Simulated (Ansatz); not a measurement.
Free-standing sheet of InSe, cell area 14.042 Å²:

```xyz
4
Lattice="4.0266 0.0000 0.0000 -2.0133 3.4872 0.0000 0.0000 0.0000 36.7226" Properties=species:S:1:pos:R:3 pbc="T T F"
Se    0.0000    2.3248   15.6685
In    0.0000    0.0000   16.9640
In    0.0000    0.0000   19.7586
Se    0.0000    2.3248   21.0540
```

The calculation used DFT PBE+D3(BJ), scalar-relativistic, plane waves, PAW (Ansatz 0.2.0). Settings: cutoff 420 eV, Γ-centred mesh 12×12×1 on the computed 4-atom cell, Gaussian smearing of 0.02 eV; no spin polarisation. No periodic images along c.

In an external field along +c, atoms held, its energy changes by -11.297 meV a cell at +0.2 V/Å and by -11.297 meV at −0.2 V/Å.

Task: What dipole and polarisability along c does the sheet have?

Result: ΔE = −pF − αF²/2. The odd part gives p = −[ΔE(+F) − ΔE(−F)]/(2F) = 0.0000 e·Å a cell (none within the accuracy). The even part gives α = −[ΔE(+F) + ΔE(−F)]/F² = 0.5648 e·Å²/V.

Task: What thickness does that polarisability stand for?

Result: α/(ε0·A) = 0.5648 × 180.95/14.042 = 7.28 Å. For a slab of thickness t and dielectric constant ε this equals t(1 − 1/ε), so it is the thickness over which the sheet would screen the field wholly.

Task: Predict the energy change at +0.35 V/Å.

Result: −p·0.35 − α·0.35²/2 = -34.60 meV; the calculation gives -34.60 meV, so the response is still linear.

The absence of a dipole along c is imposed by symmetry. The two In–Se halves are mirror images through the midplane of the In–In bond, so their polar bonds cancel along the normal, even though the sheet lacks an inversion centre. The same mirror removes every odd term in the field, so the first departure from linear response would be quartic in the energy, which fits the accurate prediction at +0.35 V/Å.

The screening thickness of 7.28 Å exceeds the separation of the outer Se planes. This is reasonable, because the Se lone-pair density extends beyond the nuclei and is readily polarised. Since 1 − 1/ε changes little once ε is large, the out-of-plane polarisability mainly reflects the extent of the electron cloud and is only a weak measure of the band gap. It also cannot fix t and ε separately. The response is purely electronic; letting the In and Se planes shift against each other would add an ionic part and raise the static polarisability.
